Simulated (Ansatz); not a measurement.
Stress against strain in SrO

```xyz
2
Lattice="0.0000 2.5698 2.5698 2.5698 0.0000 2.5698 2.5698 2.5698 0.0000" Properties=species:S:1:pos:R:3 pbc="T T T"
Sr    0.0000    0.0000    0.0000
O     2.5698    2.5698    2.5698
```

Atom numbers follow the list: Sr1, O2.

The conventional cell has a = 5.140 Å, b = 5.140 Å, c = 5.140 Å, α = 90.00°, β = 90.00°, γ = 90.00°. Sr (atom 1) has 6 O at 2.57 Å as nearest neighbours. Around O (atom 2) lie 6 Sr at 2.57 Å.

The cell is COD entry 1100027, as deposited and not checked against the literature; nothing was relaxed. It is an old determination, and later ones may differ.

All numbers below come from DFT, PBEsol, all-electron LAPW, scalar-relativistic in Ansatz 0.2.0.

Numerical set-up: a Γ-centred 8×8×8 k mesh, Fermi–Dirac smearing of 0.03 eV, basis error target 0.5 meV/atom, no spin polarisation.

The strain is applied along the Cartesian axes of the cell as listed (the other components stay zero). Fractional coordinates are held (clamped ions).

σ is the change of stress from the unstrained cell, which is at -0.92 GPa; tension is positive, so slopes are stress–strain coefficients at that pressure.

Only quantities that a quadratic follows smoothly over the whole series are listed; rougher ones are left out.

```csv
εzz,σzz (GPa),σxx (GPa)
-0.0200,-3.99,-0.99
-0.0100,-1.87,-0.48
0.0000,0.00,0.00
0.0200,3.06,0.90
```

Q: Fit the series and read off the stiffness at zero strain.

A: Least-squares fits y = p0 + p1 x + p2 x² to the rows give σzz (GPa): p1 = 176, p2 = -1200; σxx (GPa): p1 = 47.2, p2 = -120. So C11 = 176 GPa and C12 = 47 GPa, which gives B = (C11 + 2 C12)/3 = 90 GPa.

Q: One run, at εzz = 0.0100, is withheld. Predict its row.

A: The fits give 1.65, 0.46; the run gave 1.63, 0.46.
